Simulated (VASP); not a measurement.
The system is CuO.

```xyz
6
Lattice="4.1609 0.0000 0.0000 0.0000 4.1609 0.0000 0.0000 0.0000 3.8876" Properties=species:S:1:pos:R:3 pbc="T T T"
Cu    2.0805    0.0000    1.9438
Cu    0.0000    2.0805    1.9438
Cu    0.0000    0.0000    0.0000
O     0.0000    0.0000    1.9438
O     2.0805    0.0000    0.0000
O     0.0000    2.0805    0.0000
```

Measurements of this composition are mostly on another form, of space group No. 15.

```yaml
Program: VASP 6.6.1
Task: single point
Functional: PBEsol
Potentials_or_basis: VASP PAW PBE potentials, release 64 (Cu, O)
Cutoff: 520 eV
k_mesh: 7 × 7 × 7
Occupations: fermi-dirac, width 0.05 eV
Spin: no spin polarisation
```

On this cell: pressure -4.9 GPa; largest force under 0.003 eV/Å; band gap on the k mesh none (metal or under the smearing width).

The same run follows on a disturbed copy (atoms moved at random, drawn with an rms of 0.05 Å):

```
Cu O
1.0
     4.16094    0.00000    0.00000
     0.00000    4.16094    0.00000
     0.00000    0.00000    3.88764
Cu O
3 3
Direct
  0.50463 0.00547 0.48906
  0.99872 0.49951 0.49366
  0.01083 0.99558 0.00008
  0.00346 0.99483 0.50227
  0.50448 0.99361 0.99928
  0.00002 0.49581 0.00912
```

Q: What changes?

A: The energy (extrapolated to zero smearing) moves by +6.3 meV/atom; pressure -4.6 GPa; largest force 0.749 eV/Å; band gap on the k mesh none (metal or under the smearing width).

Forces on the atoms (eV/Å):
```
Cu   0.017 -0.046  0.526
Cu  -0.008 -0.135  0.736
Cu  -0.180  0.010  0.011
O    0.030  0.104 -0.124
O    0.091  0.069 -0.426
O    0.050 -0.001 -0.724
```

Stress tensor (GPa, compression positive):
```
-3.77  0.01  0.00
 0.01 -3.78  0.08
 0.00  0.08 -6.18
```

Caveats: the PAW data sets were made with another functional, which shifts forces and pressure a little; an odd number of electrons without spin polarisation forces a metal; a magnetic or distorted state may lie lower; the run has no spin polarisation, though such a crystal can be magnetic; semilocal functionals often make such compounds metallic where correlation or magnetic order opens a gap, which also shifts bond lengths.
